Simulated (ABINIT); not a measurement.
# C (Fd-3m) in ABINIT: settings compared

One crystal, C, is run at these levels: LDA, WC, BP86, PBEsol; tasks: equation of state, band structure.

Program: ABINIT 10.8.3 (patched build). These are calculated values, not measurements. Logs are shortened: lines on timing, memory, paths and dates and some standing lists are left out, and cuts for length are marked. The log counts tension as positive stress, the text compression.

**Experimental background.**

“Equation of state of cubic boron nitride at high pressures and temperatures”, 2007, arxiv:cond-mat/0702656 quotes, for a bulk crystal of C: bulk modulus 444.8 ± 0.8 GPa; bulk modulus 442 ± 5 GPa.

How close the calculation comes is told below.

## (1) The structure

The structure is cubic, space group Fd-3m (No. 227). The conventional cell has a = 3.567 Å, b = 3.567 Å, c = 3.567 Å, α = 90.00°, β = 90.00°, γ = 90.00°. C (site symmetry -43m) has 4 C at 1.54 Å as nearest neighbours.

This isn't the form of C at room conditions, which is graphite.

## (2) Equation of state, LDA

run.abi

```
# Datasets: one volume each
ndtset 7
getwfk -1
scalecart1 3*0.9795861087
scalecart2 3*0.9864848297
scalecart3 3*0.9932883884
scalecart4 3*1.0000000000
scalecart5 3*1.0066227096
scalecart6 3*1.0131594038
scalecart7 3*1.0196128224

# Pseudopotentials
pp_dirpath "./"
pseudos "C.upf"

# Structure
acell 4.7660140852 4.7660140852 4.7660140852
rprim
     0.0000000000     0.7071067812     0.7071067812
     0.7071067812     0.0000000000     0.7071067812
     0.7071067812     0.7071067812     0.0000000000
ntypat 1
znucl 6
natom 2
typat 1 1
xred
     0.7500000000     0.7500000000     0.7500000000
     0.5000000000     0.5000000000     0.5000000000

# Plane-wave basis
ecut 41.0

# k points
kptopt 1
ngkpt 13 13 13
nshiftk 1
shiftk 0.0 0.0 0.0

# Exchange and correlation
ixc 7

# Bands and occupations
nband 8
occopt 3
tsmear 0.05 eV

# SCF cycle
nstep 100
tolvrs 1.0e-10

# Output
iomode 3
prtwf 1
prtden 0
prteig 0
prtebands 0
```

Potentials or basis: PseudoDojo NC SR LDA v0.4 stringent.

Command:

```
$ abinit run.abi > log 2>&1
```

run.abo:

```text
.Version 10.8.3 of ABINIT
 DATASET    1 : space group Fd -3 m (#227); Bravais cF (face-center cubic)
================================================================================
 Values of the parameters that define the memory need for DATASET  1.
     intxc =       0    ionmov =       0      iscf =       7    lmnmax =       4
     lnmax =       4     mgfft =      30  mpssoang =       2    mqgrid =    3001
     natom =       2  nloc_mem =       1    nspden =       1   nspinor =       1
    nsppol =       1      nsym =      48    n1xccc =    2501    ntypat =       1
    occopt =       3   xclevel =       1
       mpw =         918          nfft =       27000          nkpt =          84
================================================================================
================================================================================
[... 61 lines left out ...]
 DATASET    7 : space group Fd -3 m (#227); Bravais cF (face-center cubic)
================================================================================
 Values of the parameters that define the memory need for DATASET  7.
     intxc =       0    ionmov =       0      iscf =       7    lmnmax =       4
     lnmax =       4     mgfft =      30  mpssoang =       2    mqgrid =    3001
     natom =       2  nloc_mem =       1    nspden =       1   nspinor =       1
    nsppol =       1      nsym =      48    n1xccc =    2501    ntypat =       1
    occopt =       3   xclevel =       1
       mpw =        1030          nfft =       27000          nkpt =          84
================================================================================
================================================================================

--------------------------------------------------------------------------------
------------- Echo of variables that govern the present computation ------------
--------------------------------------------------------------------------------
 -outvars: echo values of preprocessed input variables --------
            acell      4.7660140852E+00  4.7660140852E+00  4.7660140852E+00 Bohr
              amu      1.20110000E+01
             ecut      4.10000000E+01 Hartree
           getwfk          -1
                       outvar_i_n : Printing only first  50 k-points.
              ixc           7
           jdtset        1    2    3    4    5    6    7
                       outvar_i_n : Printing only first  50 k-points.
         kptrlatt       13    0    0      0   13    0      0    0   13
          kptrlen1     6.06933755E+01
          kptrlen2     6.11208077E+01
          kptrlen3     6.15423438E+01
          kptrlen4     6.19581831E+01
          kptrlen5     6.23685142E+01
          kptrlen6     6.27735159E+01
          kptrlen7     6.31733580E+01
            natom           2
            nband           8
           ndtset           7
            ngfft          30      30      30
             nkpt          84
            nstep         100
             nsym          48
           ntypat           1
                       prtocc : prtvol=0, do not print more k-points.
           occopt           3
           prtden           0
        prtebands           0
           prteig           0
            rprim1     0.0000000000E+00  6.9267198023E-01  6.9267198023E-01
                       6.9267198023E-01  0.0000000000E+00  6.9267198023E-01
                       6.9267198023E-01  6.9267198023E-01  0.0000000000E+00
            rprim2     0.0000000000E+00  6.9755011263E-01  6.9755011263E-01
                       6.9755011263E-01  0.0000000000E+00  6.9755011263E-01
                       6.9755011263E-01  6.9755011263E-01  0.0000000000E+00
            rprim3     0.0000000000E+00  7.0236095512E-01  7.0236095512E-01
                       7.0236095512E-01  0.0000000000E+00  7.0236095512E-01
                       7.0236095512E-01  7.0236095512E-01  0.0000000000E+00
            rprim4     0.0000000000E+00  7.0710678120E-01  7.0710678120E-01
                       7.0710678120E-01  0.0000000000E+00  7.0710678120E-01
                       7.0710678120E-01  7.0710678120E-01  0.0000000000E+00
            rprim5     0.0000000000E+00  7.1178974407E-01  7.1178974407E-01
                       7.1178974407E-01  0.0000000000E+00  7.1178974407E-01
                       7.1178974407E-01  7.1178974407E-01  0.0000000000E+00
            rprim6     0.0000000000E+00  7.1641188486E-01  7.1641188486E-01
                       7.1641188486E-01  0.0000000000E+00  7.1641188486E-01
                       7.1641188486E-01  7.1641188486E-01  0.0000000000E+00
            rprim7     0.0000000000E+00  7.2097514092E-01  7.2097514092E-01
                       7.2097514092E-01  0.0000000000E+00  7.2097514092E-01
                       7.2097514092E-01  7.2097514092E-01  0.0000000000E+00
          spgroup         227
           tolvrs      1.00000000E-10
           tsmear      1.83746611E-03 Hartree
            typat      1  1
                       outvars : Printing only first  50 k-points.
           xangst1     2.6204467163E+00  2.6204467163E+00  2.6204467163E+00
                       1.7469644775E+00  1.7469644775E+00  1.7469644775E+00
           xangst2     2.6389011744E+00  2.6389011744E+00  2.6389011744E+00
                       1.7592674496E+00  1.7592674496E+00  1.7592674496E+00
           xangst3     2.6571010681E+00  2.6571010681E+00  2.6571010681E+00
                       1.7714007121E+00  1.7714007121E+00  1.7714007121E+00
           xangst4     2.6750549982E+00  2.6750549982E+00  2.6750549982E+00
                       1.7833699988E+00  1.7833699988E+00  1.7833699988E+00
           xangst5     2.6927711107E+00  2.6927711107E+00  2.6927711107E+00
                       1.7951807404E+00  1.7951807404E+00  1.7951807404E+00
           xangst6     2.7102571271E+00  2.7102571271E+00  2.7102571271E+00
                       1.8068380848E+00  1.8068380848E+00  1.8068380848E+00
           xangst7     2.7275203768E+00  2.7275203768E+00  2.7275203768E+00
                       1.8183469179E+00  1.8183469179E+00  1.8183469179E+00
            xcart1     4.9519266213E+00  4.9519266213E+00  4.9519266213E+00
                       3.3012844142E+00  3.3012844142E+00  3.3012844142E+00
            xcart2     4.9868004929E+00  4.9868004929E+00  4.9868004929E+00
                       3.3245336619E+00  3.3245336619E+00  3.3245336619E+00
            xcart3     5.0211933075E+00  5.0211933075E+00  5.0211933075E+00
                       3.3474622050E+00  3.3474622050E+00  3.3474622050E+00
            xcart4     5.0551213184E+00  5.0551213184E+00  5.0551213184E+00
                       3.3700808789E+00  3.3700808789E+00  3.3700808789E+00
            xcart5     5.0885999189E+00  5.0885999189E+00  5.0885999189E+00
                       3.3923999459E+00  3.3923999459E+00  3.3923999459E+00
            xcart6     5.1216437011E+00  5.1216437011E+00  5.1216437011E+00
                       3.4144291341E+00  3.4144291341E+00  3.4144291341E+00
            xcart7     5.1542665150E+00  5.1542665150E+00  5.1542665150E+00
                       3.4361776767E+00  3.4361776767E+00  3.4361776767E+00
             xred      7.5000000000E-01  7.5000000000E-01  7.5000000000E-01
                       5.0000000000E-01  5.0000000000E-01  5.0000000000E-01
            znucl        6.00000

================================================================================

 chkinp: Checking input parameters for consistency, jdtset=   1.

 chkinp: Checking input parameters for consistency, jdtset=   2.
[... 36 lines left out ...]
 getcut : COMMENT -
  Note that boxcut > 2.2 ; recall that boxcut=Gcut(box)/Gcut(sphere) = 2
  is sufficient for exact treatment of convolution.
  Such a large boxcut is a waste : you could raise ecut
  e.g. ecut=   51.052900 Hartrees makes boxcut=2

--- Pseudopotential description ------------------------------------------------
- pspini: atom type   1  psp file is ./C.upf
12 -1012 1 -1 1234                            pspcod,pspxc,lmax,lloc,mmax
     nproj     2     2

   6.96164805E+01                                ecore*ucvol(ha*bohr**3)
--------------------------------------------------------------------------------

================================================================================

--- !BeginCycle
iteration_state: {dtset: 1, }
solver: {iscf: 7, nstep: 100, nline: 4, wfoptalg: 0, }
tolerances: {tolvrs: 1.00E-10, }
...
[... 1002 lines left out ...]
-Cartesian components of stress tensor (GPa)         [Pressure= -3.3289E+01 GPa]
- sigma(1 1)=  3.32892404E+01  sigma(3 2)=  0.00000000E+00
- sigma(2 2)=  3.32892404E+01  sigma(3 1)=  0.00000000E+00
- sigma(3 3)=  3.32892404E+01  sigma(2 1)=  0.00000000E+00

== END DATASET(S) ==============================================================
================================================================================

 -outvars: echo values of variables after computation  --------
            acell      4.7660140852E+00  4.7660140852E+00  4.7660140852E+00 Bohr
           etotal1    -1.2063572652E+01
           etotal2    -1.2064254601E+01
           etotal3    -1.2064401988E+01
           etotal4    -1.2064062206E+01
           etotal5    -1.2063279964E+01
           etotal6    -1.2062095965E+01
           etotal7    -1.2060545909E+01
            fcart1    -0.0000000000E+00 -0.0000000000E+00 -0.0000000000E+00
                      -0.0000000000E+00 -0.0000000000E+00 -0.0000000000E+00
            fcart2    -0.0000000000E+00 -0.0000000000E+00 -0.0000000000E+00
                      -0.0000000000E+00 -0.0000000000E+00 -0.0000000000E+00
            fcart3    -0.0000000000E+00 -0.0000000000E+00 -0.0000000000E+00
                      -0.0000000000E+00 -0.0000000000E+00 -0.0000000000E+00
            fcart4    -0.0000000000E+00 -0.0000000000E+00 -0.0000000000E+00
                      -0.0000000000E+00 -0.0000000000E+00 -0.0000000000E+00
            fcart5    -0.0000000000E+00 -0.0000000000E+00 -0.0000000000E+00
                      -0.0000000000E+00 -0.0000000000E+00 -0.0000000000E+00
[... 38 lines left out ...]
                       0.0000000000E+00  0.0000000000E+00  0.0000000000E+00
           xangst1     2.6204467163E+00  2.6204467163E+00  2.6204467163E+00
                       1.7469644775E+00  1.7469644775E+00  1.7469644775E+00
           xangst2     2.6389011744E+00  2.6389011744E+00  2.6389011744E+00
                       1.7592674496E+00  1.7592674496E+00  1.7592674496E+00
           xangst3     2.6571010681E+00  2.6571010681E+00  2.6571010681E+00
                       1.7714007121E+00  1.7714007121E+00  1.7714007121E+00
           xangst4     2.6750549982E+00  2.6750549982E+00  2.6750549982E+00
                       1.7833699988E+00  1.7833699988E+00  1.7833699988E+00
           xangst5     2.6927711107E+00  2.6927711107E+00  2.6927711107E+00
                       1.7951807404E+00  1.7951807404E+00  1.7951807404E+00
           xangst6     2.7102571271E+00  2.7102571271E+00  2.7102571271E+00
                       1.8068380848E+00  1.8068380848E+00  1.8068380848E+00
           xangst7     2.7275203768E+00  2.7275203768E+00  2.7275203768E+00
                       1.8183469179E+00  1.8183469179E+00  1.8183469179E+00
             xred      7.5000000000E-01  7.5000000000E-01  7.5000000000E-01
                       5.0000000000E-01  5.0000000000E-01  5.0000000000E-01
 Calculation completed.
```

It took 60 s on 1 thread of Arm Neoverse V2, shared host; peak memory 0.12 GiB.

Results:

| Quantity | Value |
| --- | --- |
| Equilibrium volume | 5.53 Å³/atom |
| Bulk modulus | 465 GPa |
| Pressure derivative of the bulk modulus | 3.7 |

Energy against volume, from the lowest point:
| volume (Å³/atom) | energy (meV/atom) |
| --- | --- |
| 5.332 | 11.28 |
| 5.445 | 2.01 |
| 5.558 | 0.00 |
| 5.672 | 4.62 |
| 5.785 | 15.27 |
| 5.899 | 31.38 |
| 6.012 | 52.46 |

Caveat: pressures at fixed basis lie under the slope of the energies.

## (3) Equation of state, WC

Changes to run.abi since step 2:

```diff
@@ -16,7 +16,7 @@
 # Structure
-acell 4.7660140852 4.7660140852 4.7660140852
+acell 3*1.0
 rprim
-     0.0000000000     0.7071067812     0.7071067812
-     0.7071067812     0.0000000000     0.7071067812
-     0.7071067812     0.7071067812     0.0000000000
+     0.0000000000     3.3700808789     3.3700808789
+     3.3700808789     0.0000000000     3.3700808789
+     3.3700808789     3.3700808789     0.0000000000
 ntypat 1
@@ -30,3 +30,3 @@
 # Plane-wave basis
-ecut 41.0
+ecut 1115.666836 eV
 
@@ -39,3 +39,3 @@
 # Exchange and correlation
-ixc 7
+ixc 23
 
@@ -44,3 +44,3 @@
 occopt 3
-tsmear 0.05 eV
+tsmear 0.00183747
 
@@ -56 +56,2 @@
 prtebands 0
+enunit 1
```

Potentials or basis: PseudoDojo NC SR PBEsol v0.4.1 standard.

Command:

```
$ abinit run.abi > log 2>&1
```

Wall time 60 s (1 thread of Arm Neoverse V2, shared host); peak memory 0.12 GiB.

Results (log left out):

```yaml
Equilibrium_volume: 5.65 Å³/atom
Bulk_modulus: 446 GPa
Pressure_derivative_of_the_bulk_modulus: 3.7
```

Energy against volume, from the lowest point:
```
volume (Å³/atom)  energy (meV/atom)
           5.332              27.80
           5.445              11.22
           5.558               2.17
           5.672               0.00
           5.785               4.07
           5.899              13.83
           6.012              28.77
```

Caveat: pressures at fixed basis lie under the slope of the energies; the potentials were made for another functional, which shifts forces and pressure.

## (4) Band structure, WC

run.abi

```
# Datasets: ground state, then fixed potential
ndtset 2

# Pseudopotentials
pp_dirpath "./"
pseudos "C.GGA_PBE-JTH.xml"

# Structure
acell 4.7660140852 4.7660140852 4.7660140852
rprim
     0.0000000000     0.7071067812     0.7071067812
     0.7071067812     0.0000000000     0.7071067812
     0.7071067812     0.7071067812     0.0000000000
ntypat 1
znucl 6
natom 2
typat 1 1
xred
     0.7500000000     0.7500000000     0.7500000000
     0.5000000000     0.5000000000     0.5000000000

# Plane-wave basis
ecut 20.0
pawecutdg 40.0

# Exchange and correlation
ixc 23

# Bands and occupations
occopt 3
tsmear 0.00183747

# SCF cycle
nstep 100

# Output
iomode 3
prtwf 0
prteig 0
prtebands 0
enunit 1
prtden1 1
prtvha1 1
prtvclmb1 1
prtpot1 1

# Dataset 1
kptopt1 1
ngkpt1 13 13 13
nshiftk1 1
shiftk1 0.0 0.0 0.0
nband1 8
tolvrs1 1.0e-9

# Dataset 2: bands along G-X-W-K-G-L-U-W-L-K
iscf2 -2
getden2 1
nband2 12
nbdbuf2 2
tolwfr2 1.0e-12
kptopt2 -9
ndivsm2 8
prteig2 1
prtvol2 -3
kptbounds2
     0.0000000000     0.0000000000     0.0000000000
     0.5000000000     0.0000000000     0.5000000000
     0.5000000000     0.2500000000     0.7500000000
     0.3750000000     0.3750000000     0.7500000000
     0.0000000000     0.0000000000     0.0000000000
     0.5000000000     0.5000000000     0.5000000000
     0.6250000000     0.2500000000     0.6250000000
     0.5000000000     0.2500000000     0.7500000000
     0.5000000000     0.5000000000     0.5000000000
     0.3750000000     0.3750000000     0.7500000000
```

Potentials or basis: JTH PAW PBE v2.0.

Command:

```
$ abinit run.abi > log 2>&1
```

run.abo:

```text
.Version 10.8.3 of ABINIT
 DATASET    1 : space group Fd -3 m (#227); Bravais cF (face-center cubic)
================================================================================
 Values of the parameters that define the memory need for DATASET  1.
     intxc =       0    ionmov =       0      iscf =      17    lmnmax =       8
     lnmax =       4     mgfft =      20  mpssoang =       2    mqgrid =    3001
     natom =       2  nloc_mem =       2    nspden =       1   nspinor =       1
    nsppol =       1      nsym =      48    n1xccc =       1    ntypat =       1
    occopt =       3   xclevel =       2
       mpw =         335          nfft =        8000          nkpt =          84
 PAW method is used; the additional fine FFT grid is defined by:
   mgfftf=        30    nfftf =     27000
================================================================================
================================================================================

[... 1478 lines left out ...]
  28.35239   34.44011   35.49418   43.97508
 kpt# 139, nband= 12, wtk=  1.00000, kpt=  0.3750  0.3750  0.7500 (reduced coord)
  -2.78149   -1.55999    0.78831    4.78463   15.72753   20.81580   24.48638   25.73655
  28.70218   34.34735   35.93637   44.12962

== END DATASET(S) ==============================================================
================================================================================

 -outvars: echo values of variables after computation  --------
            acell      4.7660140852E+00  4.7660140852E+00  4.7660140852E+00 Bohr
           etotal1    -1.1470085377E+01
            fcart1     3.1959413674E-28 -2.3969560256E-28  7.9898534186E-29
                      -3.1959413674E-28  2.3969560256E-28 -7.9898534186E-29
            rprim      0.0000000000E+00  7.0710678120E-01  7.0710678120E-01
                       7.0710678120E-01  0.0000000000E+00  7.0710678120E-01
                       7.0710678120E-01  7.0710678120E-01  0.0000000000E+00
           strten1     1.7748623443E-04  1.7748623443E-04  1.7748623443E-04
                       0.0000000000E+00  0.0000000000E+00  0.0000000000E+00
           xangst      2.6750549982E+00  2.6750549982E+00  2.6750549982E+00
                       1.7833699988E+00  1.7833699988E+00  1.7833699988E+00
             xred      7.5000000000E-01  7.5000000000E-01  7.5000000000E-01
                       5.0000000000E-01  5.0000000000E-01  5.0000000000E-01
 Calculation completed.
```

Wall time 9.8 s (1 thread of Arm Neoverse V2, shared host); peak memory 0.12 GiB.

Results:

```
Free energy             : -312.1169 eV
Pressure                : -5.2 GPa
Band gap on the k mesh  : 4.06 eV, indirect (least direct gap 5.57 eV)
Band gap along the path : 4.05 eV, indirect (least direct gap 5.57 eV)
```

Levels at the corners of the path, in eV from the valence-band top:
```csv
point,band 1,band 2,band 3,band 4,band 5,band 6,band 7,band 8,band 9
Γ,-21.47,0.00,0.00,0.00,5.57,5.57,5.57,13.32,18.99
X,-12.74,-12.74,-6.30,-6.30,4.65,4.65,16.77,16.77,23.06
W,-11.93,-11.93,-8.36,-8.36,10.50,10.50,12.30,12.30,21.20
K,-12.93,-11.71,-9.36,-5.37,5.58,10.66,14.33,15.58,18.55
Γ,-21.47,0.00,0.00,0.00,5.57,5.57,5.57,13.32,18.99
L,-15.66,-13.41,-2.80,-2.80,8.42,8.42,8.83,15.52,21.65
U,-12.93,-11.71,-9.36,-5.37,5.58,10.66,14.33,15.58,18.55
W,-11.93,-11.93,-8.36,-8.36,10.50,10.50,12.30,12.30,21.20
L,-15.66,-13.41,-2.80,-2.80,8.42,8.42,8.83,15.52,21.65
K,-12.93,-11.71,-9.36,-5.37,5.58,10.66,14.33,15.58,18.55
```

Caveat: the PAW data sets were made with another functional, which shifts forces and pressure a little; the atomic spheres overlap.

(Continued in part 2 of 2.)
